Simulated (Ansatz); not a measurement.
Crystal: Mg.

```
Mg
1.0
     0.00000    2.24426    2.24426
     2.24426    0.00000    2.24426
     2.24426    2.24426    0.00000
Mg
1
Direct
  0.00000 0.00000 0.00000
```

This isn't the form of Mg at room conditions, which is hcp.

| Quantity | Value |
| --- | --- |
| Program | Ansatz 0.2.0 |
| Task | single point |
| Functional | PBE |
| Potentials or basis | all-electron LAPW, scalar-relativistic |
| Cutoff | 106 eV (chosen from the basis error) |
| Basis error allowed | 0.001 eV/atom |
| k mesh | 10 × 10 × 10 |
| Occupations | fermi-dirac, width 0.05 eV |
| Spin | no spin polarisation |

On this cell: pressure 0.8 GPa; band gap on the k mesh none (metal or under the smearing width).

The same run follows on a disturbed copy (cell strained at random at fixed volume):

```
Mg
1.0
     0.02074    2.21365    2.27413
     2.26756    0.04128    2.25359
     2.30140    2.22695    0.00745
Mg
1
Direct
  0.00172 0.00720 0.98951
```

Q: What changes?

A: The energy (extrapolated to zero smearing) moves by +1.1 meV/atom; pressure 0.8 GPa; band gap on the k mesh none (metal or under the smearing width).

Stress tensor (GPa, compression positive):
```
 0.68 -0.71  0.12
-0.71  1.00 -0.42
 0.12 -0.42  0.73
```
